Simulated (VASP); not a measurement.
PtS2, 3 atoms in the cell. The structure is trigonal, space group P-3m1 (No. 164). The conventional cell has a = 3.543 Å, b = 3.543 Å, c = 5.039 Å, α = 90.00°, β = 90.00°, γ = 120.00°. Pt (site symmetry -3m) is surrounded by 6 S at 2.34 Å. Around S (site symmetry 3m) lie 3 Pt at 2.34 Å. 

| Item | Value |
| --- | --- |
| Program | VASP 6.6.1 |
| Task | single point |
| Functional | PBE |
| Potentials or basis | VASP PAW PBE potentials, release 64 (Pt, S) |
| Cutoff | 520 eV |
| k mesh | 9 × 9 × 5 |
| Occupations | gaussian, width 0.029 eV |
| Spin | no spin polarisation |
| Further INCAR settings | ALGO = Normal; EDIFF = 1e-07 |

Potentials or basis: VASP PAW PBE potentials, release 64 (Pt, S).

Command:

```bash
$ cat potpaw_PBE.64/Pt/POTCAR potpaw_PBE.64/S/POTCAR > POTCAR
$ mpirun -np 1 vasp_std > vasp.out
```

Hardware: 1 thread of AMD EPYC 9R45 (Zen 5), with other jobs on the host.

Task: Estimate the wall time of this run.

Result: Wall time 28 s on 1 thread of AMD EPYC 9R45 (Zen 5), on a shared host, peak memory 0.17 GiB. Counts: scf iterations 15, k points 50.
